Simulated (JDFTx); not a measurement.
# PtS2 (P-3m1) in JDFTx: notebook

Aim: see how the results for PtS2 move with the level of theory and the settings. Levels: PBEsol, LDA. Tasks: single point.

Everything below comes from runs of JDFTx 1.7.0 (patched build). Logs are shortened: lines on timing, memory, paths and dates and some standing lists are left out, and cuts for length are marked. The log counts tension as positive stress, the text compression.

## 1. Starting point

It takes space group P-3m1 (No. 164, trigonal). The conventional cell has a = 3.543 Å, b = 3.543 Å, c = 5.039 Å, α = 90.00°, β = 90.00°, γ = 120.00°. Around Pt (site symmetry -3m) lie 6 S at 2.34 Å. S (site symmetry 3m) has 3 Pt at 2.34 Å as nearest neighbours.

## 2. Single point, PBEsol

Input file PtS2.in:

```
lattice \
    3.5432000000    -1.7716000000     0.0000000000 \
    0.0000000000     3.0685012107     0.0000000000 \
    0.0000000000     0.0000000000     5.0388000000
latt-scale 1.889726124626 1.889726124626 1.889726124626
coords-type Lattice
ion Pt     0.0000000000     0.0000000000     0.0000000000 1
ion S      0.6666666667     0.3333333333     0.7730000000 1
ion S      0.3333333333     0.6666666667     0.2270000000 1

ion-species pseudo/Pt.upf
ion-species pseudo/S.upf
elec-cutoff 42 336
elec-ex-corr gga-PBEsol
kpoint-folding 9 9 5
elec-smearing Gauss 0.00036749322
elec-n-bands 22
electronic-SCF nIterations 100 energyDiffThreshold 1e-09
electronic-minimize nIterations 30 energyDiffThreshold 1e-7
converge-empty-states yes
forces-output-coords Cartesian

dump-name run.$VAR
dump End Ecomponents EigStats BandEigs Kpoints Forces Stress
```

Potentials or basis: PseudoDojo-SR-PBEsol-0.4.1-standard with smoothed tails.

Started as:

```console
jdftx -c 1 -i PtS2.in -o PtS2.out
```

Standard output:

```text
*************** JDFTx 1.7.0 (patched build) ***************

Input parsed successfully to the following command list (including defaults):
[... the input with its defaults ...]

---------- Setting up symmetries ----------

Found 24 point-group symmetries of the bravais lattice
Found 12 space-group symmetries with basis
Applied RMS atom displacement 3.15637e-10 bohrs to make symmetries exact.

---------- Initializing the Grid ----------
R =
[      6.69568     -3.34784            0  ]
[            0      5.79863            0  ]
[            0            0      9.52195  ]
unit cell volume = 369.697
G =
[   0.938394   0.541782         -0  ]
[          0    1.08356          0  ]
[          0         -0   0.659863  ]
Minimum fftbox size, Smin = [  56  56  80  ]
Chosen fftbox size, S = [  56  56  80  ]

---------- Initializing tighter grid for wavefunction operations ----------
R =
[      6.69568     -3.34784            0  ]
[            0      5.79863            0  ]
[            0            0      9.52195  ]
unit cell volume = 369.697
G =
[   0.938394   0.541782         -0  ]
[          0    1.08356          0  ]
[          0         -0   0.659863  ]
Minimum fftbox size, Smin = [  40  40  56  ]
Chosen fftbox size, S = [  40  40  56  ]

---------- Exchange Correlation functional ----------
Initalized PBEsol GGA exchange.
Initalized PBEsol GGA correlation.

---------- Setting up pseudopotentials ----------
Width of ionic core gaussian charges (only for fluid interactions / plotting) set to 0

Reading pseudopotential file 'pseudo/Pt.upf':
  'Pt' pseudopotential, 'PBESOL' functional
  Generated using ONCVPSP code by D. R. Hamann
  18 valence electrons, 4 orbitals, 8 projectors, 1001 radial grid points, with lMax = 3
    5S    l: 0   occupation:  2.0   eigenvalue: -3.744084
    5P    l: 1   occupation:  6.0   eigenvalue: -2.059473
    5D    l: 2   occupation:  9.0   eigenvalue: -0.226650
    6S    l: 0   occupation:  1.0   eigenvalue: -0.209389
  Core radius for overlap checks: 1.88 bohrs.

Reading pseudopotential file 'pseudo/S.upf':
  'S' pseudopotential, 'PBESOL' functional
  Generated using ONCVPSP code by D. R. Hamann
  6 valence electrons, 2 orbitals, 6 projectors, 1001 radial grid points, with lMax = 2
    3S    l: 0   occupation:  2.0   eigenvalue: -0.631879
    3P    l: 1   occupation:  4.0   eigenvalue: -0.256451
  Core radius for overlap checks: 1.58 bohrs.

Initialized 2 species with 3 total atoms.

Folded 1 k-points by 9x9x5 to 405 k-points.

---------- Setting up k-points, bands, fillings ----------
Reduced to 50 k-points under symmetry.
Computing the number of bands and number of electrons
Calculating initial fillings.
nElectrons:  30.000000   nBands: 22   nStates: 50

----- Setting up reduced wavefunction bases (one per k-point) -----
average nbasis = 4805.484 , ideal nbasis = 4806.330

---------- Setting up ewald sum ----------
Optimum gaussian width for ewald sums = 2.384177 bohr.
Real space sum over 1089 unit cells with max indices [  5  5  4  ]
Reciprocal space sum over 2873 terms with max indices [  6  6  8  ]

---------- Allocating electronic variables ----------
Initializing wave functions:  linear combination of atomic orbitals
Note: number of bands (22) exceeds available atomic orbitals (18)
Pt pseudo-atom occupations:   s ( 2 0 )  p ( 6 )  d ( 10 )
S pseudo-atom occupations:   s ( 2 )  p ( 4 )
	FillingsUpdate:  mu: +0.476522722  nElectrons: 30.000000
LCAOMinimize: Iter:   0  F: -140.8307015947492573  |grad|_K:  1.325e-02  alpha:  1.000e+00
	FillingsUpdate:  mu: +0.521708629  nElectrons: 30.000000
LCAOMinimize: Iter:   1  F: -141.4561226758638668  |grad|_K:  6.742e-03  alpha:  4.450e-01  linmin:  7.045e-02  cgtest: -9.137e-01
LCAOMinimize: 	Bad step direction: g.d > 0.
[... 13 lines of inner loops ...]
LCAOMinimize: Iter:   7  F: -141.6315781565820657  |grad|_K:  6.592e-07  alpha:  7.713e-01  linmin:  5.626e-04  cgtest: -1.950e-03
	FillingsUpdate:  mu: +0.420964121  nElectrons: 30.000000
LCAOMinimize: Iter:   8  F: -141.6315781584077058  |grad|_K:  2.403e-07  alpha:  3.473e-01  linmin:  4.296e-06  cgtest:  7.236e-04
LCAOMinimize: Converged (|Delta F|<1.000000e-06 for 2 iters).

-------- Electronic minimization -----------
Will mix electronic density at each iteration.
	FillingsUpdate:  mu: +0.420964121  nElectrons: 30.000000
	FillingsUpdate:  mu: +0.408530781  nElectrons: 30.000000
SCF: Cycle:  0   F: -141.748404078558508   dF: -1.168e-01   |Residual|: 1.398e-01   |deigs|: 1.373e-01
	FillingsUpdate:  mu: +0.405253239  nElectrons: 30.000000
SCF: Cycle:  1   F: -141.793582829151603   dF: -4.518e-02   |Residual|: 6.852e-02   |deigs|: 1.104e-02
	FillingsUpdate:  mu: +0.405269413  nElectrons: 30.000000
SCF: Cycle:  2   F: -141.800302761766403   dF: -6.720e-03   |Residual|: 2.267e-02   |deigs|: 6.006e-03
	FillingsUpdate:  mu: +0.405348301  nElectrons: 30.000000
SCF: Cycle:  3   F: -141.801229621476097   dF: -9.269e-04   |Residual|: 1.176e-02   |deigs|: 3.424e-03
	FillingsUpdate:  mu: +0.406244495  nElectrons: 30.000000
SCF: Cycle:  4   F: -141.801233740566147   dF: -4.119e-06   |Residual|: 3.210e-03   |deigs|: 8.792e-04
	FillingsUpdate:  mu: +0.406283573  nElectrons: 30.000000
SCF: Cycle:  5   F: -141.801257290893858   dF: -2.355e-05   |Residual|: 1.029e-03   |deigs|: 2.233e-04
	FillingsUpdate:  mu: +0.406418118  nElectrons: 30.000000
SCF: Cycle:  6   F: -141.801258605265019   dF: -1.314e-06   |Residual|: 4.154e-04   |deigs|: 1.353e-04
	FillingsUpdate:  mu: +0.406439032  nElectrons: 30.000000
SCF: Cycle:  7   F: -141.801258922075334   dF: -3.168e-07   |Residual|: 1.488e-04   |deigs|: 4.925e-05
	FillingsUpdate:  mu: +0.406447667  nElectrons: 30.000000
SCF: Cycle:  8   F: -141.801259022890036   dF: -1.008e-07   |Residual|: 4.266e-05   |deigs|: 2.254e-05
	FillingsUpdate:  mu: +0.406447974  nElectrons: 30.000000
SCF: Cycle:  9   F: -141.801259064457753   dF: -4.157e-08   |Residual|: 2.343e-05   |deigs|: 2.725e-05
	FillingsUpdate:  mu: +0.406446598  nElectrons: 30.000000
SCF: Cycle: 10   F: -141.801259081192597   dF: -1.673e-08   |Residual|: 2.416e-05   |deigs|: 1.743e-05
	FillingsUpdate:  mu: +0.406447098  nElectrons: 30.000000
SCF: Cycle: 11   F: -141.801259089046511   dF: -7.854e-09   |Residual|: 7.675e-06   |deigs|: 1.174e-05
	FillingsUpdate:  mu: +0.406447647  nElectrons: 30.000000
SCF: Cycle: 12   F: -141.801259091981763   dF: -2.935e-09   |Residual|: 2.260e-06   |deigs|: 1.009e-05
	FillingsUpdate:  mu: +0.406447596  nElectrons: 30.000000
SCF: Cycle: 13   F: -141.801259093500022   dF: -1.518e-09   |Residual|: 2.404e-06   |deigs|: 2.390e-05
	FillingsUpdate:  mu: +0.406447612  nElectrons: 30.000000
SCF: Cycle: 14   F: -141.801259094042393   dF: -5.424e-10   |Residual|: 6.222e-07   |deigs|: 1.241e-05
	FillingsUpdate:  mu: +0.406447665  nElectrons: 30.000000
SCF: Cycle: 15   F: -141.801259094331698   dF: -2.893e-10   |Residual|: 1.142e-06   |deigs|: 7.361e-06
SCF: Converged (|Delta E|<1.000000e-09 for 2 iters).

Setting wave functions to eigenvectors of Hamiltonian
Converging empty states (this may take a while): |deigs|: 2.578e-04

# Stress tensor in Cartesian coordinates [Eh/a0^3]:
[ -0.000219224            0            0  ]
[            0 -0.000219224            0  ]
[            0            0 -0.000194857  ]

# Ionic positions in lattice coordinates:
ion Pt   0.000000000000000   0.000000000000000   0.000000000000000 1
ion S   0.666666666666667   0.333333333333333   0.773000000000000 1
ion S   0.333333333333333   0.666666666666667   0.227000000000000 1

# Forces in Cartesian coordinates:
force Pt  -0.000000000000000   0.000000000000000  -0.000000000000000 1
force S   0.000000000000000   0.000000000000000  -0.018236786466038 1
force S  -0.000000000000000  -0.000000000000000   0.018236786466036 1

# Energy components:
   Eewald =      -89.3083635256311084
       EH =       44.6560557762891293
     Eloc =     -134.0035826922699300
      Enl =       11.0042550966023160
      Exc =      -29.9715981722404123
 Exc_core =       10.8331031734457994
       KE =       44.9888712494725098
-------------------------------------
     Etot =     -141.8012590943316980
       TS =        0.0000000000000004
-------------------------------------
        F =     -141.8012590943316980

IonicMinimize: Iter:   0  F: -141.801259094331698  |grad|_K:  8.597e-03
IonicMinimize: None of the convergence criteria satisfied after 0 iterations.

#--- Lowdin population analysis ---
# oxidation-state Pt +0.655
# oxidation-state S -0.205 -0.205

Dumping 'run.eigStats' ...
	eMin: -3.261362 at state 2 ( [ +0.000000 +0.000000 +0.400000 ] spin 0 )
	HOMO: +0.402889 at state 9 ( [ +0.000000 +0.222222 +0.200000 ] spin 0 )
	mu  : +0.406448
	LUMO: +0.437662 at state 14 ( [ +0.000000 +0.333333 +0.200000 ] spin 0 )
	eMax: +0.836881 at state 0 ( [ +0.000000 +0.000000 +0.000000 ] spin 0 )
	HOMO-LUMO gap: +0.034772
	Optical gap  : +0.036356 at state 9 ( [ +0.000000 +0.222222 +0.200000 ] spin 0 )
Done!
[note: mu as printed may lie anywhere between the filled and the empty levels]
```

Run time: 3.8 min. Hardware: 1 thread of Intel Xeon Platinum 8375C at 2.90GHz (Ice Lake), shared host; peak memory 0.39 GiB.

Results:

| Quantity | Value |
| --- | --- |
| Free energy | -3858.6088 eV |
| Pressure | 6.2 GPa |
| Largest force | 0.938 eV/Å |
| Band gap on the k mesh | 0.95 eV, indirect (least direct gap 0.99 eV) |
| Loewdin charges | Pt +0.66; S -0.20 e |

Forces in eV/Å, atoms in the order of the input:
```
Pt   0.000  0.000  0.000
S    0.000  0.000 -0.938
S    0.000  0.000  0.938
```

Caveat: the atomic charges don't sum to the cell's charge; spin-orbit coupling is left out, which moves the levels of the heavy elements; an odd mesh through Γ misses points on the zone boundary, where band edges often lie.

## 3. Single point, LDA

Input file PtS2.in:

```
lattice \
    6.6956776048    -3.3478388024     0.0000000000 \
    0.0000000000     5.7986269013     0.0000000000 \
    0.0000000000     0.0000000000     9.5219519968
coords-type Cartesian
ion Pt     0.0000000000     0.0000000000     0.0000000000 1
ion S      3.3478388027     1.9328756336     7.3604688935 1
ion S     -0.0000000003     3.8657512677     2.1614831033 1

ion-species pseudo/Pt.upf
ion-species pseudo/S.upf
elec-cutoff 38 304
elec-ex-corr lda-PW
kpoint-folding 9 9 5
elec-smearing Fermi 0.0018374661
elec-n-bands 22
electronic-SCF nIterations 100 energyDiffThreshold 1e-09
electronic-minimize nIterations 30 energyDiffThreshold 1e-7
converge-empty-states yes
forces-output-coords Cartesian

dump-name run.$VAR
dump End Ecomponents EigStats BandEigs Kpoints Forces Stress ElecDensity Dtot KEdensity
```

Potentials or basis: PseudoDojo-SR-LDA-0.4.1-standard with smoothed tails.

Started as:

```console
jdftx -c 1 -i PtS2.in -o PtS2.out
```

Wall time 4.7 min (1 thread of Intel Xeon Platinum 8375C at 2.90GHz (Ice Lake), shared host); peak memory 0.35 GiB.

The run converged. Its results:

```yaml
Free_energy: -3867.7291 eV
Pressure: 3.2 GPa
Largest_force: 0.787 eV/Å
Band_gap_on_the_k_mesh: 0.90 eV, indirect (least direct gap 0.95 eV)
Loewdin_charges: Pt +0.64; S -0.20 e
```

Forces on the atoms (eV/Å):
```
Pt   0.000  0.000  0.000
S    0.000  0.000 -0.787
S    0.000  0.000  0.787
```

Stress tensor (GPa, compression positive):
```
3.25 0.00 0.00
0.00 3.25 0.00
0.00 0.00 2.99
```

Levels at points of the mesh, in eV from the valence-band top:
```
           k point  band 13  band 14  band 15  band 16  band 17  band 18
(0.00, 0.00, 0.00)    -1.16    -1.16    -0.15     2.40     2.40     4.59
```

Caveat: the atomic charges don't sum to the cell's charge; spin-orbit coupling is left out, which moves the levels of the heavy elements; an odd mesh through Γ misses points on the zone boundary, where band edges often lie. Expect the measured gap to be larger: semilocal functionals such as LDA lack the derivative discontinuity.
